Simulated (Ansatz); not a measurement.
A plane-wave DFT run in Ansatz 0.2.0 (scalar-relativistic PAW potentials unless the input names others): input and command.

```yaml
crystal:
  lattice:
    - [3.604304784, 0.0, 0.0]
    - [0.0, 3.604304784, 0.0]
    - [0.0, 0.0, 5.2639672632]
  atoms:
    - { symbol: Hf, position: [0.5196183959, 0.4803816041, 0.5] }
    - { symbol: Hf, position: [0.0, 0.0, 0.0] }
    - { symbol: O, position: [0.0, 0.5, 0.6932520948] }
    - { symbol: O, position: [0.5, 0.0, 0.8067479052] }
    - { symbol: O, position: [0.5, 0.0, 0.3067479052] }
    - { symbol: O, position: [0.0, 0.5, 0.1932520948] }
basis:
  ecutwfc: 420
kpoints:
  mp_grid: { grid: [6, 6, 4], shift: [0.5, 0.5, 0.5] }
hamiltonian:
  xc: pbe
scf:
  occupations: { method: gaussian, width: 0.05 }
output:
  forces: true
  eigenvalues: true
  stress: true
```

```bash
ansatz run input.yaml --threads 1 --pin off --max-ram 2560MiB --backend cpu --events-out ev --progress --plain --runs-dir out
```

Abridged log:
```
Pseudopotentials: kind: paw
Pseudopotential: Hf, paw, valence charge 26, recommended cutoff 420 eV (normal)
Pseudopotential: O, paw, valence charge 6, recommended cutoff 420 eV (normal)
Functional definition: PBE
Crystal: 6 atoms, lattice volume = 68.384 Å³
Basis set: ecut = 420 eV, 1321 PW (Γ), exchange–correlation on 50×50×72 points (8 copies of the dense FFT grid, shifted against one another)
Bands: 46, of which v1, the nominal top of the filled ones, is band 38 counted from 1 (37 counted from 0)
Symmetry: 2 space group operations
Space group: C2 (ITA 5), of the structure as read, at distance tolerance 4.1e-5 Å
k-points: 42 of 144 (time reversal used)
Initial density: superposition of atomic densities (neutral atoms: chi_scale 0, normalization atom), corrected by the library's trained network
Initial wavefunctions: pseudopotential atomic-orbital guess
Functional: x = pbe(κ = 0.804, μ = 0.21951497), c = pbe(β = 0.06672455)
SCF iter   1: F=—  HF=-33722.990401 eV  |F-HF|=—  |Δ(HF+E_count)|=         —  Δρ=3.08e-3  dr2=1.75e-3  ethr=1.77e-3  ⟨swp⟩=5.8  Hψ=6125  notcnv=0
SCF iter   2: F=—  HF=-33722.991521 eV  |F-HF|=—  |Δ(HF+E_count)|=   1.12e-3  Δρ=1.65e-3  dr2=6.26e-4  ethr=2.30e-6  ⟨swp⟩=2.3  Hψ=3782  notcnv=0
SCF iter   3: F=—  HF=-33722.991976 eV  |F-HF|=—  |Δ(HF+E_count)|=   4.55e-4  Δρ=4.29e-4  dr2=9.85e-5  ethr=8.24e-7  ⟨swp⟩=2.0  Hψ=3082  notcnv=0
automatic band count: iteration 3 solves 44 bands in place of 46: the levels show a gap, and the empty bands left out lie too high to hold charge; the band table lists the bands solved (type scf.n_extra_bands for more)
SCF iter   4: F=—  HF=-33722.991879 eV  |F-HF|=—  |Δ(HF+E_count)|=   9.71e-5  Δρ=1.50e-4  dr2=1.34e-5  ethr=1.30e-7  ⟨swp⟩=2.0  Hψ=3300  notcnv=0
SCF iter   5: F=—  HF=-33722.991887 eV  |F-HF|=—  |Δ(HF+E_count)|=   8.51e-6  Δρ=6.46e-5  dr2=3.37e-6  ethr=1.77e-8  ⟨swp⟩=2.0  Hψ=2803  notcnv=0
SCF iter   6: F=—  HF=-33722.991890 eV  |F-HF|=—  |Δ(HF+E_count)|=   2.72e-6  Δρ=2.65e-5  dr2=5.79e-7  ethr=4.43e-9  ⟨swp⟩=2.5  Hψ=3176  notcnv=0
SCF iter   7: F=—  HF=-33722.991890 eV  |F-HF|=—  |Δ(HF+E_count)|=   3.38e-7  Δρ=1.46e-5  dr2=1.01e-7  ethr=7.62e-10  ⟨swp⟩=2.0  Hψ=3046  notcnv=0
SCF iter   8: F=-33722.991890 eV  HF=-33722.991890 eV  |F-HF|=4.18e-9  |Δ(HF+E_count)|=   1.26e-7  Δρ=3.79e-6  dr2=7.31e-9  ethr=1.32e-10  ⟨swp⟩=6.8  Hψ=7432  notcnv=0
SCF 1 converged in 8 iterations: F = -33722.991890 eV  dr2 = 7.31e-9
SCF converged after 8 iterations
Free energy (F): -33722.991890 eV
Harris-Foulkes:  -33722.991890 eV  (|F-HF|=4.18e-9)
Internal energy: -33722.991890 eV  (E = F + TS)
E sigma→0 (E₀):  -33722.991890 eV
Fermi energy:    16.755646 eV
--- Forces (eV/Å), atoms counted from 1 ---
  atom   1  Hf    -0.69700696     0.69700696     0.00000000
  atom   2  Hf     0.03454728    -0.03454728     0.00000000
  atom   3  O      0.66754443    -0.09655593     0.09419737
  atom   4  O      0.05479994     0.15643412     0.00625578
  atom   5  O      0.09655593    -0.66754443    -0.09419737
  atom   6  O     -0.15643412    -0.05479994    -0.00625578
--- Stress (GPa, compression-positive) ---
        0.702854       0.015745       2.153053
        0.015745       0.702854       2.153053
        2.153053       2.153053       0.545992
  P = ⅓ Tr σ = 0.6506 GPa (6.506 kbar)
```

Apart from outputs and empty bands, the input differs from a reference run on usual settings in kpoints.mp_grid.shift: not typed → [0.5, 0.5, 0.5]. The reference, at the same geometry (not necessarily relaxed), gave pressure 0.65 GPa, largest force 0.986 eV/Å, gap on the mesh 4.69 eV. This run converged in 8 SCF iterations (reference: 7) with an energy at zero smearing 0.06 meV/atom below the reference's, pressure 0.65 GPa, largest force 0.986 eV/Å, gap on the mesh 4.97 eV.

Time: 11 s on 1 thread of Arm Neoverse V2, with other jobs on the host, peak memory 0.35 GiB.